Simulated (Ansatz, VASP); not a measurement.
# BN: VASP beside Ansatz

```
B N
1.0
     0.00000    1.83129    1.83129
     1.83129    0.00000    1.83129
     1.83129    1.83129    0.00000
B N
1 1
Direct
  0.00000 0.00000 0.00000
  0.75000 0.75000 0.75000
```

Change from the starting cell: volume scaled by 1.04.

Alike in both runs: task single point; functional LDA; k mesh 11 × 11 × 11; occupations fermi-dirac, width 0.02 eV; no spin polarisation.

```csv
,VASP,Ansatz
version,VASP 6.6.1,Ansatz 0.2.0
potentials or method,"VASP PAW LDA potentials, release 64 (B, N), cutoff 520 eV","all-electron LAPW, scalar-relativistic"
```

|  | VASP | Ansatz | Ansatz less VASP |
| --- | --- | --- | --- |
| gap on the k mesh at the Fermi level (eV) | 4.40 | 4.40 | +0.008 |
| pressure (GPa) | -23.4 | -24.0 | -0.64 |

Ansatz ran all-electron here, so the differences hold the error of VASP's frozen core and of both bases.

Caveats: so large a pressure means that the cell lies far from this level's equilibrium, or that cutoff or potentials fall short (VASP); an odd mesh through Γ misses points on the zone boundary, where band edges often lie.
